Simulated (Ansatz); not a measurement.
# TaN under changes of volume

One of the cells (10.813 Å³/atom); the others are scaled copies at fixed shape and fractional positions:

```
Ta N
1.0
     0.00000    2.21132    2.21132
     2.21132    0.00000    2.21132
     2.21132    2.21132    0.00000
Ta N
1 1
Cartesian
  2.2113 2.2113 2.2113
  0.0000 0.0000 0.0000
```

The cell comes from a database or a generator and needn't be the stable form of this composition.

| Property | Result |
| --- | --- |
| Program | Ansatz 0.2.0 |
| Functional | PBE |
| Potentials or basis | all-electron LAPW, scalar-relativistic |
| Cutoff | 384 eV (chosen from the basis error) |
| Basis error allowed | 0.0005 eV/atom |
| k mesh | 10 × 10 × 10 |
| Occupations | fermi-dirac, width 0.05 eV |
| Spin | no spin polarisation |

```tsv
volume (Å³/atom)	energy over the lowest point (meV/atom)	pressure (GPa)
10.164	?	?
10.381	15.44	13.2
10.597	2.87	5.6
10.813	0.00	-1.2
11.030	5.84	-7.3
11.246	19.49	-12.8
11.462	40.13	-17.7
```

Task: What does the run at 10.164 Å³/atom give?

Result: Energy over the lowest point 38.83 meV/atom; pressure 21.7 GPa.

Worked out: A Birch-Murnaghan fit of order 3 (a polynomial in V^(-2/3)) to the other rows has its minimum at 10.77 Å³/atom with B0 = V·E''(V) = 328 GPa and B' = 4.4. It gives 38.93 meV/atom at 10.164 Å³/atom, against the run's 38.83, and -dE/dV = 21.7 GPa, against 21.7.

Energies are extrapolated to zero smearing.

The runs don't all hold the same shells in valence.
